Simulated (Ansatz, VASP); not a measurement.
BP in VASP and in Ansatz

The input POSCAR:

```
BP
1.0
    0.0000000000      1.9821540745      2.9732311117
    1.9821540745      0.0000000000      2.9732311117
    1.9821540745      1.9821540745      0.0000000000
B P
1 1
Direct
    0.0000000000      0.0000000000      0.0000000000
    0.7500000000      0.7500000000      0.7500000000
```

File INCAR.step1:

```
SYSTEM = BP
ALGO = Normal ; EDIFF = 1E-4
ENCUT = 520 ; GGA = PE
ISMEAR = 0 ; LASPH = .True.
LCHARG = .False. ; LREAL = .False.
LWAVE = .True. ; NBANDS = 11
NELM = 60 ; PREC = Accurate
SIGMA = 0.05
```

INCAR.step2

```
SYSTEM = BP
ALGO = Normal ; EDIFF = 1E-6
ENCUT = 520 ; ISIF = 2
ISMEAR = 0 ; ISTART = 1
LASPH = .True. ; LCHARG = .True.
LELF = .True. ; LMIXTAU = .True.
LREAL = .False. ; LVHAR = .True.
LWAVE = .False. ; METAGGA = R2SCAN
NBANDS = 11 ; NELM = 60
PREC = Accurate ; SIGMA = 0.05
```

File KPOINTS:

```
k-points
0
Gamma
  8 8 8
  0 0 0
```

Input for Ansatz:

```yaml
crystal:
  lattice:
    - [0.0, 1.9821540745, 2.9732311117]
    - [1.9821540745, 0.0, 2.9732311117]
    - [1.9821540745, 1.9821540745, 0.0]
  atoms:
    - { symbol: B, position: [0.0, 0.0, 0.0] }
    - { symbol: P, position: [0.75, 0.75, 0.75] }
basis:
  ecutwfc: 500
kpoints:
  mp_grid: { grid: [8, 8, 8] }
hamiltonian:
  xc: r2scan
scf:
  occupations: { method: gaussian, width: 0.05 }
output:
  forces: true
  stress: true
  eigenvalues: true
```

Alike in both runs: task single point; functional r2SCAN; k mesh 8 × 8 × 8; occupations gaussian, width 0.05 eV; no spin polarisation.

```csv
,VASP,Ansatz
version,VASP 6.6.1,Ansatz 0.2.0
potentials or method,"VASP PAW PBE potentials, release 64 (B, P)","scalar-relativistic, plane waves, PAW"
plane-wave cutoff (eV),520,500
valence electrons in the cell,8,8
```

|  | VASP | Ansatz | Ansatz less VASP |
| --- | --- | --- | --- |
| gap on the k mesh at the Fermi level (eV) | none | none | - |
| pressure (GPa) | -2.6 | -2.2 | +0.39 |
| largest component of the traceless stress (GPa) | 62.58 | 61.66 | -0.917 |

A gap of «none» marks a metal or a gap that the smearing closes.

Caveats: the PAW data sets were made with another functional, which shifts forces and pressure a little (VASP).
